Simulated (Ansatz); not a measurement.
input.yaml

```yaml
crystal:
  lattice:
    - [0.0, 2.1863238069, 2.1863238069]
    - [2.1863238069, 0.0, 2.1863238069]
    - [2.1863238069, 2.1863238069, 0.0]
  atoms:
    - { symbol: Ta, position: [0.5, 0.5, 0.5] }
    - { symbol: "N", position: [0.0, 0.0, 0.0] }
basis:
  ecutwfc: 420
kpoints:
  mp_grid: { grid: [16, 16, 16] }
hamiltonian:
  xc: pbe
scf:
  occupations: { method: gaussian, width: 0.1 }
output:
  forces: true
  stress: true
  eigenvalues: true
```

Run as
```bash
ansatz run input.yaml --threads 1 --pin off --max-ram 2560MiB --backend cpu --events-out ev --progress --plain --runs-dir out
```

These are results of DFT PBE, scalar-relativistic, plane waves, PAW in Ansatz, not measurements.

Abridged output:

```
Pseudopotentials: kind: paw
Pseudopotential: Ta, paw, valence charge 13, recommended cutoff 420 eV (normal)
Pseudopotential: N, paw, valence charge 5, recommended cutoff 420 eV (normal)
Functional definition: PBE
Crystal: 2 atoms, lattice volume = 20.901 Å³
Basis set: ecut = 420 eV, 411 PW (Γ), exchange–correlation on 48×48×48 points (8 copies of the dense FFT grid, shifted against one another)
Bands: 13, of which v1, the nominal top of the filled ones, is band 9 counted from 1 (8 counted from 0)
Symmetry: 48 space group operations
Space group: Fm-3m (ITA 225), of the structure as read, at distance tolerance 2.8e-5 Å
k-points: 145 of 4096
Initial density: superposition of atomic densities (neutral atoms: chi_scale 0, normalization atom), corrected by the library's trained network
Initial wavefunctions: pseudopotential atomic-orbital guess
Functional: x = pbe(κ = 0.804, μ = 0.21951497), c = pbe(β = 0.06672455)
SCF iter   1: F=—  HF=-10317.896522 eV  |F-HF|=—  |Δ(HF+E_count)|=         —  Δρ=2.10e-3  dr2=7.24e-4  ethr=1.77e-3  ⟨swp⟩=5.6  Hψ=22349  notcnv=0  defer=83
automatic band count: the SCF goes on with 17 bands, as 13 were too few: the levels above may hold too much charge
SCF iter   2: F=—  HF=-10317.896100 eV  |F-HF|=—  |Δ(HF+E_count)|=   4.22e-4  Δρ=1.27e-3  dr2=2.95e-4  ethr=4.02e-6  ⟨swp⟩=2.1  Hψ=4101  notcnv=0  defer=83
SCF iter   3: F=—  HF=-10317.896166 eV  |F-HF|=—  |Δ(HF+E_count)|=   6.60e-5  Δρ=3.33e-4  dr2=1.76e-5  ethr=1.64e-6  ⟨swp⟩=2.2  Hψ=2813  notcnv=0  defer=83
SCF iter   4: F=—  HF=-10317.896160 eV  |F-HF|=—  |Δ(HF+E_count)|=   6.39e-6  Δρ=1.51e-4  dr2=3.01e-6  ethr=9.77e-8  ⟨swp⟩=1.3  Hψ=2295  notcnv=0  defer=83
SCF iter   5: F=-10317.896160 eV  HF=-10317.896160 eV  |F-HF|=4.96e-8  |Δ(HF+E_count)|=   9.14e-8  Δρ=1.99e-5  dr2=6.61e-8  ethr=1.67e-8  ⟨swp⟩=2.3  Hψ=2940  notcnv=0  defer=83
SCF iter   6: F=-10317.896160 eV  HF=-10317.896160 eV  |F-HF|=5.39e-9  |Δ(HF+E_count)|=   1.49e-8  Δρ=8.43e-6  dr2=7.82e-9  ethr=3.67e-10  ⟨swp⟩=6.0  Hψ=10189  notcnv=0
SCF 1 converged in 6 iterations: F = -10317.896160 eV  dr2 = 7.82e-9
SCF converged after 6 iterations
Free energy (F): -10317.896160 eV
Harris-Foulkes:  -10317.896160 eV  (|F-HF|=5.39e-9)
Internal energy: -10317.890555 eV  (E = F + TS)
E sigma→0 (E₀):  -10317.893357 eV
Entropy (-TS):   -0.005604 eV (-2.802 meV/atom)
Fermi energy:    22.107537 eV
--- Per-component energies (eV) ---
  E_band       = -37.538922
  E_kinetic    = 502.748735
  E_local      = -571.539195  (includes V_loc(G=0)·N_el)
  E_nonlocal   = 60.283146
  E_hartree    = 193.669533
  E_xc         = -280.647498
  E_vxc        = -283.342494  (∫ρ·V_xc dr)
  E_paw        = -8524.591475  (= ΣΔE_a)
  E_vpaw       = -133.028335  (= ΣTr[D̂ρ^β])
  E_aug_tail   = 0.000249  (compensation charges beyond the density's cutoff)
  E_ewald      = -1697.814048
  E_smearing   = -0.005604  (= −TS)
--- Forces (eV/Å), atoms counted from 1 ---
  atom   1  Ta     0.00000000     0.00000000     0.00000000
  atom   2  N      0.00000000     0.00000000     0.00000000
--- Stress (GPa, compression-positive) ---
       10.733947       0.000000       0.000000
        0.000000      10.733947       0.000000
        0.000000       0.000000      10.733947
  P = ⅓ Tr σ = 10.7339 GPa (107.339 kbar)
--- Band table (eV; the first three rows and the last of 145) ---
  k-point 0: bands = ["-47.3249", "-13.5693", "-13.5693", "-13.5693", "3.1241", "18.2331", "18.2331", "18.2331", "19.9675", "19.9675", "19.9675", "22.1993", "22.1993", "23.7605", "31.2867", "46.5107", "46.5107"]
  k-point 1: bands = ["-47.3226", "-13.6070", "-13.5726", "-13.5726", "3.2214", "17.7191", "17.8870", "17.8870", "20.1285", "20.1285", "20.1978", "22.5972", "22.5972", "24.0504", "31.5853", "44.9685", "45.7552"]
  k-point 2: bands = ["-47.3159", "-13.7129", "-13.5821", "-13.5821", "3.5025", "16.6739", "17.1694", "17.1694", "20.5042", "20.5042", "20.5417", "23.5661", "23.5661", "24.7918", "32.4144", "42.7103", "44.0923"]
  k-point 144: bands = ["-47.2430", "-14.1118", "-14.1118", "-13.9001", "5.0550", "14.5485", "15.2529", "15.2529", "21.9191", "21.9191", "25.7884", "26.3334", "26.7935", "32.2695", "34.1860", "34.1860", "37.5452"]
```

The calculation finished and met its thresholds.

The run took 1.7 s on 1 thread of Intel(R) Xeon(R) 6975P-C (Granite Rapids), with other jobs on the host, peak memory 0.37 GiB.

Spin–orbit coupling is left out, which can shift energies with elements as heavy as these.